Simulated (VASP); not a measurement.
A convergence study with VASP on RuO2 (rutile): one setting is varied, all else stays as given below, so the limit is that of these other settings. The cell's lengths are 1 % over those of the tabulated start and one atom is moved, so it is off equilibrium.

```yaml
crystal:
  lattice:
    - [4.53490, 0.00000, 0.00000]
    - [0.00000, 4.53490, 0.00000]
    - [0.00000, 0.00000, 3.14110]
  atoms:
    - { symbol: Ru, position: [0.00000, 0.00000, 0.00000] }
    - { symbol: Ru, position: [0.50000, 0.50000, 0.50000] }
    - { symbol: O, position: [0.30600, 0.30600, 0.00000] }
    - { symbol: O, position: [0.80600, 0.19400, 0.50000] }
    - { symbol: O, position: [0.19400, 0.80600, 0.50000] }
    - { symbol: O, position: [0.70736, 0.69400, 0.00000] }
```

All values below come from PBE GGA, VASP's PBE PAW potentials (set 64) (plane waves; VASP). The tightest run used: 1000 eV cut-off, 8×8×11 Γ-centred mesh, first-order Methfessel-Paxton smearing of 0.10 eV, potentials Ru_pv O.

The reference is ENCUT = 1000, which took about 9 core-minutes. The timings are rough (shared machines, no repeats); factors under 2 mean little.

**Question.** Of the settings ENCUT = 250; ENCUT = 300; ENCUT = 350; ENCUT = 400; ENCUT = 450; ENCUT = 500; ENCUT = 550; ENCUT = 600; ENCUT = 650; ENCUT = 700; ENCUT = 750; ENCUT = 800; ENCUT = 850; ENCUT = 1000, which is the lowest that keeps the difference from the reference in the stress, largest component (GPa) within 0.5 from there on, and what does it cost?

**Answer.** ENCUT = 500; its cost over the reference is within a factor of 2.
```csv
setting,"difference in the stress, largest component (GPa)",cost over the reference
ENCUT = 250,101.85,about 1/10
ENCUT = 300,46.62,about 1/5
ENCUT = 350,19.51,about 1/5
ENCUT = 400,6.69,about 1/4
ENCUT = 450,1.61,about 1/3
ENCUT = 500,0.19,within a factor of 2
ENCUT = 550,0.15,about 1/3
ENCUT = 600,0.34,within a factor of 2
ENCUT = 650,0.42,within a factor of 2
ENCUT = 700,0.38,within a factor of 2
ENCUT = 750,0.26,within a factor of 2
ENCUT = 800,0.14,within a factor of 2
ENCUT = 850,0.05,within a factor of 2
ENCUT = 1000,0.00,reference
```

Left out are rungs that failed or repeat a setting and relaxations that didn't move; long series are thinned to 24 rows.

The compound is RuO2 in the rutile structure. The cell was not relaxed at this level, it is distorted from the ideal structure.
